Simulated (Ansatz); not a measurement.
## Ionic part of the dielectric constant of AlN at -3 GPa, mode by mode

Computed with DFT PBE, scalar-relativistic, plane waves, PAW in Ansatz. Plane waves to 420 eV; Γ-centred k mesh 10×10×10; fixed occupations. No spin polarisation. Phonons by linear response, acoustic sum rule imposed.

It takes space group F-43m (No. 216, cubic). The conventional cell has a = 4.427 Å, b = 4.427 Å, c = 4.427 Å, α = 90.00°, β = 90.00°, γ = 90.00°. Al (site symmetry -43m) has 4 N at 1.92 Å as nearest neighbours. N (site symmetry -43m) has 4 Al at 1.92 Å as nearest neighbours.

The primitive cell has V = 21.69 Å³ and ε∞,zz = 4.658. Each polar mode adds Δε = (4.92064×10⁷/V)·S/ν² along z, with S its oscillator strength in e²/amu, ν in cm⁻¹ and V in Å³.

**Question.** From these modes, find each Δε and ε0,zz.
```tsv
ν (cm⁻¹)	S_zz (e²/amu)
620.0	0.706
```

**Answer.**
```
ν (cm⁻¹)    Δε
   620.0  4.17
```

The sum is 4.167, so ε0,zz = 8.83; the run's tensor has 8.83.

**Question.** Where do the longitudinal modes lie for a wave vector along z?

**Answer.** At 853 cm⁻¹. The Lyddane–Sachs–Teller product Π(ν_LO/ν_TO)² = 1.89 matches ε0/ε∞ = 1.89.

This zinc-blende form isn't the usual stable structure of the compound at low pressure.

Cost: 1 run of about 0.37 core-minutes, on Arm Neoverse V2 (shared hosts).